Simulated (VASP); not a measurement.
**LiS2: single point with PBE+D3(BJ)**

LiS2, a sheet with vacuum:

```xyz
6
Lattice="3.0866 0.0000 0.0000 -1.5433 2.6730 0.0000 0.0000 0.0000 41.2252" Properties=species:S:1:pos:R:3 pbc="T T T"
Li    0.0000    0.0000    8.2598
Li    0.0000    0.0000   13.7402
S     0.0000    1.7820    6.6409
S     1.5433    0.8910   10.0378
S     1.5433    0.8910   11.9622
S     0.0000    1.7820   15.3591
```

The cell was built by a generator and needn't be a form met in nature.

```yaml
Program: VASP 6.6.1
Task: single point
Functional: PBE
Dispersion: D3(BJ)
Potentials_or_basis: VASP PAW PBE potentials, release 64 (Li_sv, S)
Cutoff: 520 eV
k_mesh: 15 × 15 × 1
Occupations: gaussian, width 0.1 eV
Spin: no spin polarisation
Dipole_correction: yes
Further_INCAR_settings: ALGO = Fast; EDIFF = 1e-06; NBANDS = 24
```

* Largest force: 0.219 eV/Å
* Band gap on the k mesh: none (metal or under the smearing width)
* Dispersion energy per atom: -0.272 eV

Forces on the atoms (eV/Å):
```
Li   0.000  0.000  0.006
Li   0.000  0.000 -0.006
S    0.000  0.000 -0.007
S    0.000  0.000  0.219
S    0.000  0.000 -0.219
S    0.000  0.000  0.007
```

Levels at points of the mesh, in eV from the Fermi level:
```csv
k point,band 10,band 11,band 12,band 13,band 14,band 15,band 16,band 17,band 18,band 19
"(0.00, 0.00, 0.00)",-1.27,-1.27,1.59,1.78,1.78,1.80,1.80,1.87,1.87,5.14
```

Run time: 12 min on 1 thread of Intel(R) Xeon(R) Platinum 8259CL CPU @ 2.50GHz (Skylake/Cascade Lake), on a shared host, peak memory 0.51 GiB.
